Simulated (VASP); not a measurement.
From an Ansatz input to VASP: PbS (strained measured structure)

Ansatz input

```yaml
crystal:
  lattice:
    - [2.9546766125, -3.0781622932, 0.2885572983]
    - [2.9546766125, 3.0781622932, 0.2885572983]
    - [-0.5836033582, 0.0, 5.9261748063]
  atoms:
    - { symbol: Pb, position: [0.749984829, 0.749984829, 0.7500022824] }
    - { symbol: Pb, position: [0.250015171, 0.250015171, 0.2499977176] }
    - { symbol: S, position: [0.2500755424, 0.2500755424, 0.750027957] }
    - { symbol: S, position: [0.7499244576, 0.7499244576, 0.249972043] }
kpoints:
  mp_grid: { grid: [6, 6, 4] }
  band_path:
    path:
      - [0.0, 0.0, 0.0]
      - [0.0, 0.0, 0.5]
      - [-0.4998273751, 0.4998273751, 0.5]
      - [-0.5, 0.5, 0.0]
      - [-0.5, 0.0, 0.5]
      - [-0.5, 0.0, 0.0]
      - [0.0, 0.5, 0.5]
    npoints: 1
hamiltonian:
  xc: pbe
scf:
  occupations: { method: fermi_dirac, width: 0.02 }
  n_extra_bands: 5
output:
  forces: true
  stress: true
  eigenvalues: true
  write_density: true
  write_potential: true
  elf: true
  volumetric_format: npy
```

Q: Which VASP files do the same job?

A: 

INCAR

```
IBRION = -1
NELM = 120
LELF = .TRUE.
GGA = PE
EDIFF = 1E-7
SIGMA = 0.02
LREAL = .FALSE.
PREC = Accurate
NBANDS = 28
LASPH = .TRUE.
ISIF = 2
NSW = 0
LWAVE = .FALSE.
ISMEAR = -1
LCHARG = .TRUE.
ENCUT = 520
```

KPOINTS

```
KPOINTS created by Atomic Simulation Environment
0
Gamma
6 6 4
0 0 0
```

KPOINTS_OPT

```
special points
7
Reciprocal
0.0000000000 0.0000000000 0.0000000000 1
0.0000000000 0.0000000000 0.5000000000 1
-0.4998273751 0.4998273751 0.5000000000 1
-0.5000000000 0.5000000000 0.0000000000 1
-0.5000000000 0.0000000000 0.5000000000 1
-0.5000000000 0.0000000000 0.0000000000 1
0.0000000000 0.5000000000 0.5000000000 1
```

POSCAR

```
Pb S
 1.0000000000000000
     2.9546766125000001   -3.0781622932000001    0.2885572983000000
     2.9546766125000001    3.0781622932000001    0.2885572983000000
    -0.5836033582000000    0.0000000000000000    5.9261748062999997
 Pb  S
   2   2
Cartesian
  3.9942214172859192  0.0000000000000002  4.8774718226708318
  1.3315284495140811  0.0000000000000000  1.6258175802291670
  1.0400658785259791 -0.0000000000000001  4.5891190285657615
  4.2856839882740214  0.0000000000000000  1.9141703743342380
```

VASP ran with the recommended PBE PAW datasets (40 valence electrons in the cell). Other inputs would serve too.

```csv
,Ansatz,VASP
gap between bands v and c,0.47 eV,0.48 eV
least direct gap,0.47 eV,0.48 eV
pressure,0.0 GPa,0.0 GPa
```

The two codes use different PAW datasets and cutoffs. VASP's cell holds 40 valence electrons and Ansatz's 40. Ansatz's stress includes a Pulay correction; VASP's doesn't.
